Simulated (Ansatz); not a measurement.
The system is Si2Mo.

```
Mo Si
1.0
    -1.60000    1.60000    3.93050
     1.60000   -1.60000    3.93050
     1.60000    1.60000   -3.93050
Mo Si
1 2
Direct
  0.00000 0.00000 0.00000
  0.66700 0.66700 0.00000
  0.33300 0.33300 0.00000
```

| Property | Result |
| --- | --- |
| Program | Ansatz 0.2.0 |
| Task | relaxation of cell and atoms |
| Functional | revPBE |
| Dispersion | D4 |
| Potentials or basis | Ansatz PAW |
| Cutoff | 420 eV (not typed: the program's choice for these potentials) |
| k mesh | 12 × 12 × 12 |
| Occupations | fermi-dirac, width 0.05 eV |
| Spin | no spin polarisation |

At the start: volume 13.42 Å³/atom.

Question: Where does the relaxation end?

Answer: It ends after 5 steps and the volume is 13.01 Å³/atom (-3.0 %); space group I4/mmm (No. 139, to 0.05 Å).

Step by step:
| step | energy change (eV) | largest force (eV/Å) | volume (Å³) |
| --- | --- | --- | --- |
| 1 | 0.0000 | 0.2837 | 40.25 |
| 2 | -0.0282 | 0.0425 | 38.66 |
| 3 | -0.0307 | 0.0101 | 39.04 |
| 4 | -0.0307 | 0.0035 | 39.02 |
| 5 | -0.0304 | 0.0033 | 39.02 |

Final structure:
```yaml
crystal:
  lattice:
    - [-1.58421, 1.58421, 3.88727]
    - [1.58421, -1.58421, 3.88727]
    - [1.58421, 1.58421, -3.88727]
  atoms:
    - { symbol: Mo, position: [0.00000, 0.00000, 0.00000] }
    - { symbol: Si, position: [0.66555, 0.66555, 0.00000] }
    - { symbol: Si, position: [0.33445, 0.33445, 0.00000] }
```

Caveat: the plane-wave basis is chosen anew once the cell has moved, so the energies of steps on either side of that aren't comparable; the PAW data sets come from PBE, with cores solved anew for the run's functional, which leaves a small shift of forces and pressure.
